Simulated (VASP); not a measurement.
# FeSi2 (Linzhiite): optical spectrum with PBEsol

The system is FeSi2 (Linzhiite).

```
Fe Si
1.0
     2.68400    0.00000    0.00000
     0.00000    2.68400    0.00000
     0.00000    0.00000    5.12800
Fe Si
1 2
Direct
  0.00000 0.00000 0.00000
  0.50000 0.50000 0.73000
  0.50000 0.50000 0.27000
```

| Item | Value |
| --- | --- |
| Program | VASP 6.6.1 |
| Task | optical spectrum |
| Functional | PBEsol |
| Potentials or basis | VASP PAW PBE potentials, release 64 (Fe, Si) |
| Cutoff | 520 eV |
| k mesh | 10 × 10 × 5 |
| Occupations | gaussian, width 0.02 eV |
| Spin | collinear spin, ferromagnetic start |
| Starting moments | [3.0, 0.0, 0.0] μB |
| Further INCAR settings | ALGO = Normal; EDIFF = 1e-06; NBANDS = 40 |

| Quantity | Value |
| --- | --- |
| Pressure | -1.2 GPa |
| Largest force | 0.249 eV/Å |
| Band gap on the k mesh | none (metal or under the smearing width) |
| Net moment | 0.00 μB per cell |
| Valence electrons inside the program's atomic spheres | Fe 7.88; Si 1.62 |

Forces in eV/Å, atoms in the order of the input:
```
Fe   0.000  0.000  0.000
Si   0.000  0.000 -0.249
Si   0.000  0.000  0.249
```

Stress tensor (GPa, compression positive):
```
-0.49  0.00  0.00
 0.00 -0.49  0.00
 0.00  0.00 -2.53
```

Levels at points of the mesh, in eV from the Fermi level:
Spin up:
```csv
k point,band 6,band 7,band 8,band 9,band 10,band 11
"(0.00, 0.00, 0.00)",-1.55,-1.55,-0.66,4.55,4.55,6.44
"(0.50, 0.00, 0.00)",-3.22,-2.12,-1.13,0.08,1.42,2.27
"(0.50, 0.50, 0.00)",-3.21,-2.28,0.15,0.43,2.57,2.97
```
Spin down:
| k point | band 5 | band 6 | band 7 | band 8 | band 9 | band 10 | band 11 | band 12 |
| --- | --- | --- | --- | --- | --- | --- | --- | --- |
| (0.00, 0.00, 0.00) | -1.68 | -1.55 | -1.55 | -0.66 | 4.55 | 4.55 | 6.44 | 7.15 |
| (0.50, 0.00, 0.00) | -3.86 | -3.22 | -2.12 | -1.13 | 0.08 | 1.42 | 2.27 | 7.92 |
| (0.50, 0.50, 0.00) | -4.47 | -3.21 | -2.28 | 0.15 | 0.43 | 2.57 | 2.97 | 2.97 |

Dielectric function (mean over the directions given):
| energy (eV) | real part | imaginary part |
| --- | --- | --- |
| 0.27 | 67.17 | 32.79 |
| 0.73 | 16.76 | 29.86 |
| 1.27 | 15.19 | 17.16 |
| 1.73 | 16.45 | 11.63 |
| 2.27 | 13.26 | 19.21 |
| 2.74 | 9.94 | 15.63 |
| 3.27 | 9.54 | 13.30 |
| 3.74 | 7.95 | 13.79 |
| 4.27 | 9.49 | 17.49 |
| 4.80 | 3.80 | 15.76 |
| 5.27 | 5.75 | 19.06 |
| 5.80 | -2.11 | 16.67 |
| 6.27 | -3.80 | 14.82 |
| 6.81 | -5.94 | 11.70 |
| 7.27 | -6.70 | 8.61 |
| 7.81 | -6.17 | 7.90 |
| 8.34 | -5.92 | 5.15 |
| 8.81 | -5.11 | 3.66 |
| 9.34 | -4.08 | 3.69 |
| 9.81 | -3.95 | 2.74 |
| 10.34 | -3.28 | 2.11 |
| 10.81 | -2.94 | 2.19 |
| 11.34 | -3.06 | 1.42 |
| 11.81 | -2.21 | 1.76 |
| 12.34 | -2.08 | 1.27 |
| 12.88 | -2.00 | 1.16 |
| 13.34 | -1.60 | 0.87 |
| 13.88 | -1.33 | 0.87 |
| 14.35 | -1.09 | 0.99 |
| 14.88 | -1.21 | 0.72 |
| 15.35 | -1.06 | 0.65 |
| 15.88 | -0.86 | 0.59 |
| 16.41 | -0.74 | 0.54 |
| 16.88 | -0.72 | 0.43 |
| 17.41 | -0.48 | 0.41 |
| 17.88 | -0.41 | 0.48 |
| 18.42 | -0.34 | 0.36 |
| 18.88 | -0.33 | 0.34 |
| 19.42 | -0.26 | 0.28 |
| 19.95 | -0.13 | 0.23 |

Wall time 100 s on 1 thread of Intel(R) Xeon(R) 6975P-C (Granite Rapids), on a shared host, peak memory 0.33 GiB.

Caveat: the starting moments collapsed, and a magnetic state may lie lower; spectra need much finer meshes, so this one isn't converged; independent-particle spectra lack excitons; the intraband (Drude) part of a metal's response may be missing; the PAW data sets were made with another functional, which shifts forces and pressure a little.
